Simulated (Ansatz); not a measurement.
## CdTe, one cell by several methods

```xyz
4
Lattice="3.0856 -3.1151 0.0000 3.0856 3.1151 0.0000 0.0000 0.0000 6.1310" Properties=species:S:1:pos:R:3 pbc="T T T"
Cd    3.0856    1.3891    4.5982
Cd    3.0856   -1.3891    1.5327
Te    3.0856   -1.6581    4.5982
Te    3.0856    1.6581    1.5327
```

Atoms are numbered in the order listed.

Conventional cell: a = 6.171 Å, b = 6.230 Å, c = 6.131 Å, α = 90.00°, β = 90.00°, γ = 90.00°. Cd (atom 1) has 6 Te at 3.05 to 3.18 Å as nearest neighbours. Around Te (atom 3) lie 6 Cd at 3.05 to 3.18 Å.

Structure from Materials Project entry mp-1066480 (possibly hypothetical), not relaxed further. The listed cell was then made from it by scaling, straining or moving an atom.

Spin–orbit coupling is left out, though it moves levels of the heavy atoms by tenths of an eV or more.

Levels of theory: DFT, PBE, PAW with Ansatz's default frozen-core files, scalar-relativistic (Ansatz 0.2.0); DFT, PBE, all-electron PAW with datasets made for the crystal, scalar-relativistic (Ansatz 0.2.0); DFT, PBE, all-electron LAPW, scalar-relativistic (Ansatz 0.2.0).

For PAW: a Γ-centred 9×9×6 k mesh, Fermi–Dirac smearing of 0.05 eV, cutoff 420 eV, no spin polarisation. The crystal-made all-electron datasets (AE datasets) take a cutoff of 240 eV at this cell. LAPW targets a basis error of 1 meV/atom. The Ansatz runs share mesh, smearing and spin set-up. Plane-wave (PAW) pressures include the program's estimate of the Pulay term.

Stress and pressure are positive in compression.

The change that made this cell: volume scaled by 1.02.

Spin–orbit coupling is left out, which moves gradients at and beside heavy atoms by some per cent and at worst by a factor of two.

In a metal, gradients converge slowly with the k mesh: the values move by tens of per cent from one mesh to another, at times in sign, so only the comparison on one mesh counts.

```json
{"quantity": "pressure (GPa)", "PAW": "-1.12", "AE datasets": "-1.11", "LAPW": "-1.11"}
{"quantity": "stress xx (GPa)", "PAW": "-1.21", "AE datasets": "-1.20", "LAPW": "-1.20"}
{"quantity": "stress yy (GPa)", "PAW": "-1.24", "AE datasets": "-1.23", "LAPW": "-1.23"}
{"quantity": "stress zz (GPa)", "PAW": "-0.90", "AE datasets": "-0.89", "LAPW": "-0.89"}
{"quantity": "force on Cd1, y (eV/Å)", "PAW": "0.030", "AE datasets": "0.030", "LAPW": "0.030"}
{"quantity": "force on Te3, y (eV/Å)", "PAW": "0.055", "AE datasets": "0.055", "LAPW": "0.055"}
{"quantity": "field gradient Vzz at Te3 (10²¹ V/m²)", "PAW": "-1.00", "AE datasets": "-0.98", "LAPW": "–"}
```

PAW's pressure differs from the LAPW value by about 0.01 GPa or less. Datasets made for the crystal and LAPW share parts of one code, so their agreement isn't an independent check.
